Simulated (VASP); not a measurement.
Runs of VASP 6.6.1 on CoO. It takes space group P-6m2 (No. 187, hexagonal). Conventional cell: a = 2.856 Å, b = 2.856 Å, c = 2.788 Å, α = 90.00°, β = 90.00°, γ = 120.00°. Co (site symmetry -6m2) is surrounded by 6 O at 2.16 Å. Around O (site symmetry -6m2) lie 6 Co at 2.16 Å. Measurements of this composition are mostly on another form, of space group No. 225.

```tsv
level	potentials or basis	spin	U	gap on the mesh (eV)	pressure (GPa)	moment (μB)
LDA+U	VASP PAW LDA potentials, release 64 (Co, O)	non-collinear, random start	Co d U = 7 eV	none	-22.2	3.00
LDA+U	VASP PAW LDA potentials, release 64 (Co, O)	collinear, random start	Co d U = 6 eV	none	(a)	3.00
PBE	VASP PAW PBE potentials, release 64 (Co, O)	off	-	none	-19.3	-
LDA+U	VASP PAW LDA potentials, release 64 (Co, O)	collinear, random start	Co d U = 7 eV	none	-22.2	3.00
```

Alike in all rows: task single point; cell as given; k mesh 8 × 8 × 7; cutoff (eV) 520; smearing gaussian 0.05 eV.

Q: Fill in the values left out.

A: (a) -21.9.

Caveats: a cell with one magnetic atom can't hold antiferromagnetic order, which such compounds often take (some runs); so large a pressure means that the cell lies far from this level's equilibrium, or that cutoff or potentials fall short (some runs); an odd number of electrons without spin polarisation forces a metal (some runs); a magnetic or distorted state may lie lower (some runs); semilocal functionals often make such compounds metallic where correlation or magnetic order opens a gap, which also shifts bond lengths (some runs).

A k mesh can miss the band edges.

A gap of «none» marks a metal or a gap under the smearing width.

Not every run made on this cell is shown here.
